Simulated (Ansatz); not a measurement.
A 3-atom cell of Li2O started from a crystallographic database, relaxed with r2SCAN: the symmetry is Fm-3m (No. 225, cubic); a = 4.573 Å in the conventional setting, 7.97 Å³ an atom. Around Li lie 4 O at 1.98 Å; around O lie 8 Li at 1.98 Å. One-shot G0W0@PBE in Ansatz on a 6×6×6 mesh (contour deformation, no spin-orbit coupling), from a PBE gap of 5.050 eV over the mesh points (the G0W0 gap is indirect on the mesh); the number N of bands summed and the screening cutoff rise together. No spin polarisation and no zero-point or thermal motion.

```csv
N,cutoff (eV),1000/N,G0W0 gap (eV)
44,80,22.727,7.023
95,140,10.526,7.226
```

Question: Lay a straight line in 1000/N through these rows.

Answer: The slope is -0.0166 eV per unit of 1000/N and the intercept 7.401 eV.

Question: Predict the gap at N = 171 (210 eV).

Answer: 7.401 + (-0.0166) × 5.848 = 7.304 eV; the run gives 7.385 eV, +0.081 eV from the line.

Question: With that run's result added, what limit do the last two rows suggest?

Answer: Their slope is (7.385 − 7.226)/(5.848 − 10.526) = -0.0340, which meets 1/N = 0 at 7.58 eV, against 7.401 eV from the first line. The slope steepens, so 1/N isn't yet asymptotic and the true limit probably lies higher still; the k mesh isn't extrapolated.
